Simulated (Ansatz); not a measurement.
RuO2:
```cif
data_O4Ru2
_chemical_formula_sum 'Ru2 O4'
_space_group_name_H-M_alt 'P42/mnm'
_space_group_IT_number 136
_space_group_name_Hall '-P 4n 2n'
_cell_length_a 4.42572
_cell_length_b 4.42572
_cell_length_c 3.07421
_cell_angle_alpha 90.000
_cell_angle_beta 90.000
_cell_angle_gamma 90.000
loop_
_atom_site_label
_atom_site_type_symbol
_atom_site_symmetry_multiplicity
_atom_site_Wyckoff_symbol
_atom_site_fract_x
_atom_site_fract_y
_atom_site_fract_z
_atom_site_occupancy
Ru1 Ru 2 a 0.00000 0.00000 0.00000 1
O1 O 4 f 0.30639 0.30639 0.00000 1
```

Relaxed at zero pressure with LDA (plane waves, PAW; program Ansatz).

Q: The volume is raised by 6 % and shape and atoms relax at that volume. What pressure results, and how do the axes share the change?

A: -15.3 GPa; a 2.4 %, b 2.4 %, c 1.0 %; the energy rises by 30 meV/atom.

Q: Give the new structure.

A: 
Space group P4₂/mnm (No. 136); a = 4.534 Å, b = 4.534 Å, c = 3.105 Å, α = 90.00°, β = 90.00°, γ = 90.00°

```
atom  site  symmetry       x       y       z
----  ----  --------  ------  ------  ------
Ru      2a      m.mm  0.0000  0.0000  0.0000
O       4f      m.2m  0.3063  0.3063  0.0000
```

The phase is kept; no other phase was compared at this pressure.

Space group P4_2/mnm (rutile). The LDA relaxation kept the symmetry of its start; of distortions, only those at the zone centre were tested. No spin polarisation was allowed.

Potentials: the later of the program's two PAW sets.
